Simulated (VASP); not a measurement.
# MnO2 (P-3m1) in VASP: further runs

Runs on MnO2. Level: r2SCAN. Tasks: single point.

Program: VASP 6.6.1. These are calculated values, not measurements. Logs are shortened: lines on timing, memory, paths and dates and some standing lists are left out, and cuts for length are marked.

**1. Starting point**

The structure is trigonal, space group P-3m1 (No. 164). Conventional cell: a = 2.857 Å, b = 2.857 Å, c = 4.601 Å, α = 90.00°, β = 90.00°, γ = 120.00°. Around Mn (site symmetry -3m) lie 6 O at 1.90 Å. O (site symmetry 3m) has 3 Mn at 1.90 Å as nearest neighbours.

Measurements of this composition are mostly on another form, of space group No. 136.

**2. Single point, r2SCAN, collinear spin, ferromagnetic start**

INCAR

```
SYSTEM = MnO2
ADDGRID = .False.
ALGO = Normal
EDIFF = 1E-6
ENCUT = 460
ISIF = 2
ISMEAR = 0
ISPIN = 2
LASPH = .True.
LCHARG = .False.
LMAXMIX = 4
LMIXTAU = .True.
LORBIT = 11
LREAL = .False.
LWAVE = .False.
MAGMOM = 4 0 0
METAGGA = R2SCAN
NBANDS = 24
NELM = 100
PREC = Low
SIGMA = 0.05
```

KPOINTS

```
k-points
0
Gamma
  5 5 3
  0 0 0
```

POSCAR

```
MnO2
1.0
    2.8565781804      0.0000000000      0.0000000000
   -1.4282890902      2.4738692722      0.0000000000
    0.0000000000      0.0000000000      4.6013740589
Mn O
1 2
Direct
    0.0000000000      0.0000000000      0.5000000000
    0.3333333333      0.6666666667      0.7062925700
    0.6666666667      0.3333333333      0.2937074300
```

Potentials or basis: VASP PAW PBE potentials, release 64 (Mn_pv, O).

Run with:

```bash
> cat potpaw_PBE.64/Mn_pv/POTCAR potpaw_PBE.64/O/POTCAR > POTCAR
> mpirun -np 1 vasp_std > vasp.out
```

OUTCAR:

```text
SYSTEM = MnO2
   EDIFF = 1E-6
   ENCUT = 460
   ISIF = 2
   ISMEAR = 0
   ISPIN = 2
   LASPH = .True.
   LORBIT = 11
   LREAL = .False.
   METAGGA = R2SCAN
   NELM = 100
   PREC = Low

 Found     12 irreducible k-points:

 Following reciprocal coordinates:
            Coordinates               Weight
  0.000000  0.000000  0.000000      1.000000
  0.200000  0.000000  0.000000      6.000000
  0.400000  0.000000  0.000000      6.000000
  0.200000  0.200000  0.000000      6.000000
  0.400000  0.200000  0.000000      6.000000
  0.000000  0.000000  0.333333      2.000000
   k-points           NKPTS =     12   k-points in BZ     NKDIM =     12   number of bands    NBANDS=     24
   number of dos      NEDOS =    301   number of ions     NIONS =      3
   total plane-waves  NPLWV =   6144
   dimension x,y,z NGX =    16 NGY =   16 NGZ =   24
   dimension x,y,z NGXF=    18 NGYF=   18 NGZF=   28
   ions per type =               1   2
   NGX,Y,Z   is equivalent  to a cutoff of   9.31,  9.31,  8.67 a.u.
   NGXF,Y,Z  is equivalent  to a cutoff of  10.48, 10.48, 10.12 a.u.
 SYSTEM =  MnO2
   PREC   = low       normal or accurate (medium, high low for compatibility)
   ISTART =      0    job   : 0-new  1-cont  2-samecut
   ICHARG =      2    charge: 1-file 2-atom 10-const
   ISPIN  =      2    spin polarized calculation?
   LNONCOLLINEAR =      F non collinear calculations
   LSORBIT =      F    spin-orbit coupling
   LASPH  =      T    aspherical Exc in radial PAW
   ENCUT  =  460.0 eV  33.81 Ry    5.81 a.u.   5.00  5.00  8.05*2*pi/ulx,y,z
   NELM   =    100;   NELMIN=  2; NELMDL= -5     # of ELM steps
   EDIFF  = 0.1E-05   stopping-criterion for ELM
   LREAL  =      F    real-space projection
   EDIFFG = 0.1E-04   stopping-criterion for IOM
   NSW    =      0    number of steps for IOM
   IBRION =     -1    ionic relax: 0-MD 1-quasi-New 2-CG
   NFREE  =      0    steps in history (QN), initial steepest desc. (CG)
   ISIF   =      2    stress and relaxation
   ISYM   =      2    0-nonsym 1-usesym 2-fastsym
   POTIM  = 0.5000    time-step for ionic-motion
   TEBEG  =    0.0;   TEEND  =   0.0 temperature during run
   PSTRESS=    0.0 pullay stress
   NELECT =      25.0000    total number of electrons
   NUPDOWN=      -1.0000    fix difference up-down
   EMIN   =  10.00;   EMAX   =-10.00  energy-range for DOS
   EFERMI =   0.00;   METHOD = LEGACY
   ISMEAR =     0;   SIGMA  =   0.05  broadening in eV -4-tet -1-fermi 0-gaus
   EFERMI_NEDOS =   21; number of points for ismear=-14 and -15
   IALGO  =     38    algorithm
   IMIX   =      4    mixing-type and parameters
     AMIX     =   0.40;   BMIX     =  1.00
     AMIX_MAG =   1.60;   BMIX_MAG =  1.00
  volume/ion in A,a.u.               =      10.84        73.15
  Fermi-wavevector in a.u.,A,eV,Ry     =   1.499747  2.834111 30.602787  2.249241
  Thomas-Fermi vector in A             =   2.611337
   LORBIT       =     11    0 simple, 1 ext, 2 COOP (PROOUT), +10 PAW based schemes
   METAGGA = R2SCAN    functional components
   LHFCALC =     F    Hartree Fock is set to
   AEXX    =    0.0000 exact exchange contribution
   IVDW    =     0    specifies the selected vdW correction
   LEPSILON=     F    determine dielectric tensor
   LRPA    =     F    only Hartree local field effects (RPA)
 spin polarized calculation
 Gauss-broadening in eV      SIGMA  =   0.05
  energy-cutoff  :      460.00
  volume of cell :       32.52
 maximum number of plane-waves:       737
   NGX =  9   NGY =  9   NGZ = 17

 number of electron      24.9999970 magnetization       2.9999410

 Free energy of the ion-electron system (eV)
  ---------------------------------------------------
  ext. energy  EPLUGINS =         0.00000000
  ---------------------------------------------------
  free energy    TOTEN  =       -32.54490875 eV

  energy without entropy =      -32.54490875  energy(sigma->0) =      -32.54490875

 E-fermi :   2.7917     XC(G=0): -11.5594

 val. band max:        2.4277334965   @ k =   0.0000   0.2000   0.3333
 cond. band min:       4.4250072409   @ k =   0.0000   0.0000   0.3333
 fundamental gap:      1.9972737444
 Fermi energy:         2.7917132323

 spin component 1

 k-point     1 :       0.0000    0.0000    0.0000
  band No.  band energies     occupation
      1     -49.7554      1.00000
      2     -49.7362      1.00000
      3     -49.7334      1.00000
      4     -17.7186      1.00000
      5     -15.4243      1.00000
      6      -3.7637      1.00000
[... 16 lines left out ...]
     23      26.0592      0.00000
     24      27.6752      0.00000

 k-point     2 :       0.2000    0.0000    0.0000
  band No.  band energies     occupation
      1     -49.7886      1.00000
      2     -49.7477      1.00000
      3     -49.7461      1.00000
      4     -17.2392      1.00000
      5     -15.5706      1.00000
      6      -3.4087      1.00000
[... 16 lines left out ...]
     23      25.5825      0.00000
     24      26.1544      0.00000

 k-point     3 :       0.4000    0.0000    0.0000
  band No.  band energies     occupation
      1     -49.8760      1.00000
      2     -49.7674      1.00000
      3     -49.7311      1.00000
      4     -16.3343      1.00000
      5     -15.8403      1.00000
      6      -4.0230      1.00000
[... 16 lines left out ...]
     23      24.6293      0.00000
     24      26.1458      0.00000

 k-point     4 :       0.2000    0.2000    0.0000
  band No.  band energies     occupation
      1     -49.8440      1.00000
      2     -49.7792      1.00000
      3     -49.7339      1.00000
      4     -16.5386      1.00000
      5     -15.7693      1.00000
      6      -3.3026      1.00000
[... 16 lines left out ...]
     23      23.4449      0.00000
     24      26.1741      0.00000

 k-point     5 :       0.4000    0.2000    0.0000
  band No.  band energies     occupation
      1     -49.8715      1.00000
      2     -49.8052      1.00000
      3     -49.7265      1.00000
      4     -16.0048      1.00000
      5     -15.9426      1.00000
      6      -3.7518      1.00000
[... 16 lines left out ...]
     23      22.5872      0.00000
     24      26.1805      0.00000

 k-point     6 :       0.0000    0.0000    0.3333
  band No.  band energies     occupation
      1     -49.7555      1.00000
      2     -49.7362      1.00000
      3     -49.7334      1.00000
      4     -17.6313      1.00000
      5     -15.5674      1.00000
      6      -3.3177      1.00000
[... 16 lines left out ...]
     23      26.1087      0.00000
     24      26.8012      0.00000

 [... further k-points ...]

 spin component 2

 k-point     1 :       0.0000    0.0000    0.0000
  band No.  band energies     occupation
      1     -45.6159      1.00000
      2     -45.6142      1.00000
      3     -45.4281      1.00000
      4     -17.6627      1.00000
      5     -15.3796      1.00000
      6      -2.6235      1.00000
[... 16 lines left out ...]
     23      28.6900      0.00000
     24      28.7814      0.00000

 k-point     2 :       0.2000    0.0000    0.0000
  band No.  band energies     occupation
      1     -45.6839      1.00000
      2     -45.6305      1.00000
      3     -45.4152      1.00000
      4     -17.1812      1.00000
      5     -15.5181      1.00000
      6      -2.4047      1.00000
[... 16 lines left out ...]
     23      26.1006      0.00000
     24      27.9600      0.00000

 k-point     3 :       0.4000    0.0000    0.0000
  band No.  band energies     occupation
      1     -45.7946      1.00000
      2     -45.6545      1.00000
      3     -45.3942      1.00000
      4     -16.2742      1.00000
      5     -15.7815      1.00000
      6      -3.0429      1.00000
[... 16 lines left out ...]
     23      25.3370      0.00000
     24      27.7640      0.00000

 k-point     4 :       0.2000    0.2000    0.0000
  band No.  band energies     occupation
      1     -45.7545      1.00000
      2     -45.6692      1.00000
      3     -45.3983      1.00000
      4     -16.4803      1.00000
      5     -15.7088      1.00000
      6      -2.2422      1.00000
[... 16 lines left out ...]
     23      24.0122      0.00000
     24      27.5007      0.00000

 k-point     5 :       0.4000    0.2000    0.0000
  band No.  band energies     occupation
      1     -45.7884      1.00000
      2     -45.7026      1.00000
      3     -45.3878      1.00000
      4     -15.9404      1.00000
      5     -15.8864      1.00000
      6      -2.8677      1.00000
[... 16 lines left out ...]
     23      23.2250      0.00000
     24      27.7014      0.00000

 k-point     6 :       0.0000    0.0000    0.3333
  band No.  band energies     occupation
      1     -45.6159      1.00000
      2     -45.6142      1.00000
      3     -45.4283      1.00000
      4     -17.5750      1.00000
      5     -15.5210      1.00000
      6      -2.2563      1.00000
[... 16 lines left out ...]
     23      27.6413      0.00000
     24      27.6417      0.00000

 [... further k-points ...]

------------------------ aborting loop because EDIFF is reached ----------------------------------------

  FORCE on cell =-STRESS in cart. coord.  units (eV):
  Direction    XX          YY          ZZ          XY          YZ          ZX
  --------------------------------------------------------------------------------------
  -------------------------------------------------------------------------------------
  Total       -0.1609888     -0.1609888     -0.0600529      0.0000000      0.0000000     -0.0000000
  in kB       -7.9322405     -7.9322405     -2.9589268      0.0000000      0.0000000     -0.0000000
  external PRESSURE =      -6.2744692 kB  Pullay stress =       0.0000000 kB

 VOLUME and BASIS-vectors are now :
 -----------------------------------------------------------------------------
  energy-cutoff  :      460.00
  volume of cell :       32.52
      direct lattice vectors                 reciprocal lattice vectors
     2.856578180  0.000000000  0.000000000     0.350069187  0.202112539  0.000000000
    -1.428289090  2.473869272  0.000000000     0.000000000  0.404225078  0.000000000
     0.000000000  0.000000000  4.601374059     0.000000000  0.000000000  0.217326387

 POSITION                                       TOTAL-FORCE (eV/Angst)
 -----------------------------------------------------------------------------------
      0.00000      0.00000      2.30069        -0.000000      0.000000      0.000000
     -0.00000      1.64925      3.24992         0.000000     -0.000000     -0.003301
      1.42829      0.82462      1.35146        -0.000000      0.000000      0.003301
 -----------------------------------------------------------------------------------
    total drift:                               -0.000000     -0.000000      0.000000

  FREE ENERGIE OF THE ION-ELECTRON SYSTEM (eV)
  ---------------------------------------------------
  free  energy   TOTEN  =       -32.5449087495 eV

  energy  without entropy=      -32.5449087495  energy(sigma->0) =      -32.54490875

 total charge

# of ion       s       p       d       tot
------------------------------------------
    1        0.383   6.468   4.861  11.712
    2        1.594   3.449   0.000   5.043
    3        1.594   3.449   0.000   5.043
--------------------------------------------------
tot          3.571  13.366   4.861  21.799

 magnetization (x)

# of ion       s       p       d       tot
------------------------------------------
    1        0.029   0.038   2.867   2.935
    2        0.004   0.002   0.000   0.006
    3        0.004   0.002   0.000   0.006
--------------------------------------------------
tot          0.037   0.043   2.867   2.947
```

Run time: 66 s. Hardware: 1 thread of Intel Xeon Platinum 8375C at 2.90GHz (Ice Lake), shared host; peak memory 0.12 GiB.

These settings aren't checked as converged: the numbers below hold their error.

What came out:

| Quantity | Value |
| --- | --- |
| Free energy | -32.5449 eV |
| Pressure | -0.6 GPa |
| Largest force | 0.003 eV/Å |
| Band gap on the k mesh | 2.00 eV, indirect (least direct gap 2.04 eV) |
| Net moment | 3.00 μB per cell |
| Site moments | Mn +2.94; O +0.01 μB |
| Valence electrons inside the program's atomic spheres | Mn 11.71; O 5.04 |

Caveat: the k mesh is coarse (spacing up to 0.51 Å⁻¹), so the values aren't converged; the cutoff is under 1.25 times the usual one of these potentials, so pressure, stress and relaxed cells hold a basis-set (Pulay) error; the PAW data sets were made with another functional, which shifts forces and pressure a little; an odd mesh through Γ misses points on the zone boundary, where band edges often lie; a cell with one magnetic atom can't hold antiferromagnetic order, which such compounds often take.

**3. Single point, r2SCAN, collinear spin, ferromagnetic start**

INCAR is that of step 2.

KPOINTS is that of step 2.

POSCAR

```
MnO2
1.0
    2.8565781804      0.0000000000      0.0000000000
   -1.4282890902      2.4738692722      0.0000000000
    0.0000000000      0.0000000000      4.6013740589
Mn O
1 2
Direct
    0.0186700000     -0.0033200000      0.4886240000
    0.3165570000      0.6444560000      0.7182440000
    0.6490790000      0.3390650000      0.3129550000
```

Potentials or basis: VASP PAW PBE potentials, release 64 (Mn_pv, O).

Run with:

```bash
> cat potpaw_PBE.64/Mn_pv/POTCAR potpaw_PBE.64/O/POTCAR > POTCAR
> mpirun -np 1 vasp_std > vasp.out
```

It took 2 min on 1 thread of Intel Xeon Platinum 8375C at 2.90GHz (Ice Lake), shared host; peak memory 0.13 GiB.

The run converged, but some of its settings lie outside the range that counts as converged, so its numbers aren't taken as properties of the crystal.

What came out:

* Free energy: -32.2011 eV
* Pressure: 5.8 GPa
* Largest force: 4.124 eV/Å
* Band gap on the k mesh: 1.88 eV, indirect (least direct gap 1.98 eV)
* Net moment: 3.00 μB per cell
* Site moments: Mn +2.90; O -0.02, +0.06 μB
* Valence electrons inside the program's atomic spheres: Mn 11.79; O 5.00, 5.11

Caveat: the k mesh is coarse (spacing up to 0.51 Å⁻¹), so the values aren't converged; the cutoff is under 1.25 times the usual one of these potentials, so pressure, stress and relaxed cells hold a basis-set (Pulay) error; the PAW data sets were made with another functional, which shifts forces and pressure a little; an odd mesh through Γ misses points on the zone boundary, where band edges often lie; a cell with one magnetic atom can't hold antiferromagnetic order, which such compounds often take.

**4. Single point, r2SCAN, collinear spin, ferromagnetic start**

Edit INCAR of step 3 so:

```diff
@@ -19,3 +19,3 @@
 NELM = 100
-PREC = Low
+PREC = Normal
 SIGMA = 0.05
```

KPOINTS is that of step 3.

POSCAR

```
MnO2
1.0
    2.8565781804      0.0000000000      0.0000000000
   -1.4282890902      2.4738692722      0.0000000000
    0.0000000000      0.0000000000      4.6013740589
Mn O
1 2
Direct
    0.0000000000      0.0000000000      0.5000000000
    0.3333333333      0.6666666667      0.7062925700
    0.6666666667      0.3333333333      0.2937074300
```

Run with:

```bash
> cat potpaw_PBE.64/Mn_pv/POTCAR potpaw_PBE.64/O/POTCAR > POTCAR
> mpirun -np 1 vasp_std > vasp.out
```

Wall time 55 s (1 thread of Intel Xeon Platinum 8375C at 2.90GHz (Ice Lake), shared host); peak memory 0.13 GiB.

These settings aren't checked as converged: the numbers below hold their error.

What came out:

| Item | Value |
| --- | --- |
| Free energy | -32.5353 eV |
| Pressure | -0.6 GPa |
| Largest force | 0.015 eV/Å |
| Band gap on the k mesh | 1.99 eV, indirect (least direct gap 2.03 eV) |
| Net moment | 3.00 μB per cell |
| Site moments | Mn +2.94; O +0.01 μB |
| Valence electrons inside the program's atomic spheres | Mn 11.71; O 5.04 |

Caveat: the k mesh is coarse (spacing up to 0.51 Å⁻¹), so the values aren't converged; the cutoff is under 1.25 times the usual one of these potentials, so pressure, stress and relaxed cells hold a basis-set (Pulay) error; the PAW data sets were made with another functional, which shifts forces and pressure a little; an odd mesh through Γ misses points on the zone boundary, where band edges often lie; a cell with one magnetic atom can't hold antiferromagnetic order, which such compounds often take.

**5. Single point, r2SCAN, collinear spin, ferromagnetic start**

INCAR is that of step 4.

KPOINTS is that of step 4.

POSCAR

```
MnO2
1.0
    2.8565781804      0.0000000000      0.0000000000
   -1.4282890902      2.4738692722      0.0000000000
    0.0000000000      0.0000000000      4.6013740589
Mn O
1 2
Direct
    0.0186700000     -0.0033200000      0.4886240000
    0.3165570000      0.6444560000      0.7182440000
    0.6490790000      0.3390650000      0.3129550000
```

Run with:

```bash
> cat potpaw_PBE.64/Mn_pv/POTCAR potpaw_PBE.64/O/POTCAR > POTCAR
> mpirun -np 1 vasp_std > vasp.out
```

It took 2 min on 1 thread of Intel Xeon Platinum 8375C at 2.90GHz (Ice Lake), shared host; peak memory 0.15 GiB.

The run converged, but some of its settings lie outside the range that counts as converged, so its numbers aren't taken as properties of the crystal.

What came out:

| Property | Result |
| --- | --- |
| Free energy | -32.1909 eV |
| Pressure | 5.4 GPa |
| Largest force | 4.155 eV/Å |
| Band gap on the k mesh | 1.88 eV, indirect (least direct gap 1.98 eV) |
| Net moment | 3.00 μB per cell |
| Site moments | Mn +2.90; O -0.02, +0.06 μB |
| Valence electrons inside the program's atomic spheres | Mn 11.79; O 5.00, 5.11 |

Caveat: the k mesh is coarse (spacing up to 0.51 Å⁻¹), so the values aren't converged; the cutoff is under 1.25 times the usual one of these potentials, so pressure, stress and relaxed cells hold a basis-set (Pulay) error; the PAW data sets were made with another functional, which shifts forces and pressure a little; an odd mesh through Γ misses points on the zone boundary, where band edges often lie; a cell with one magnetic atom can't hold antiferromagnetic order, which such compounds often take.

(Part 1 of 2 ends here.)
